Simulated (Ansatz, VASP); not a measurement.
## Ta3HC4 in VASP and in Ansatz

```
C Ta H
1.0
     3.13930    0.00000    0.00000
    -1.56965    2.71872    0.00000
     0.00000    0.00000   26.68969
C Ta H
4 3 1
Direct
  0.33333 0.66667 0.31848
  0.00000 0.00000 0.41451
  0.66667 0.33333 0.51048
  0.33333 0.66667 0.60278
  0.66667 0.33333 0.36649
  0.33333 0.66667 0.46136
  0.00000 0.00000 0.56128
  0.66667 0.33333 0.61059
```

Alike in both runs: functional PBEsol; k mesh 9 × 9 × 1; occupations gaussian, width 0.1 eV; no spin polarisation.

Ansatz relaxed the structure, and its values are those at the end. VASP's run is a single point on that final structure, the one shown.

|  | VASP | Ansatz |
| --- | --- | --- |
| version | VASP 6.6.1 | Ansatz 0.2.0 |
| potentials or method | VASP PAW PBE potentials, release 64 (C, Ta_pv, H) | scalar-relativistic, plane waves, PAW |
| plane-wave cutoff (eV) | 520 | 420 |
| valence electrons in the cell | 50 | 56 |

```csv
,VASP,Ansatz,Ansatz less VASP
gap on the k mesh at the Fermi level (eV),0.10,0.10,0.000
least direct gap on the mesh (eV),0.11,0.11,0.000
rms of the force components (eV/Å),0.937,0.943,+0.0061
```

The functional is the same, so the differences come from potentials, cutoffs and numerics. The two sets of potentials don't hold the same shells in valence.

Caveats: the PAW data sets were made with another functional, which shifts forces and pressure a little (VASP); spin-orbit coupling is left out, which moves the levels of the heavy elements. A hybrid or GW would open this gap; PBEsol tends to underestimate it.
